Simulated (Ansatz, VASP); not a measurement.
## One calculation of CO2, two programs

```
C O
1.0
     3.31014    0.00000    0.00000
     0.00000    3.31014    0.00000
     0.00000    0.00000    3.31014
C O
2 4
Direct
  0.00000 0.00000 0.00000
  0.50000 0.50000 0.50000
  0.25000 0.25000 0.25000
  0.25000 0.75000 0.75000
  0.75000 0.75000 0.25000
  0.75000 0.25000 0.75000
```

Alike in both runs: task relaxation of cell and atoms; functional PBE; k mesh 8 × 8 × 8; occupations gaussian, width 0.02 eV; no spin polarisation.

```csv
,VASP,Ansatz
version,VASP 6.6.1,Ansatz 0.2.0
potentials or method,"VASP PAW PBE potentials, release 64 (C, O)","scalar-relativistic, plane waves, PAW"
plane-wave cutoff (eV),600,420
valence electrons in the cell,32,32
```

VASP gave:

| Property | Result |
| --- | --- |
| gap on the k mesh at the Fermi level, each at its own relaxed structure (eV) | 1.19 |
| relaxed volume (Å³/atom) | 6.05 |
| relaxed cell length with the largest relative difference (Å) | 3.311 |

Task: Estimate Ansatz's values.

Result: gap on the k mesh at the Fermi level, each at its own relaxed structure (eV): 1.23; relaxed volume (Å³/atom): 6.05; relaxed cell length with the largest relative difference (Å): 3.310.

A k mesh can miss the band edges.
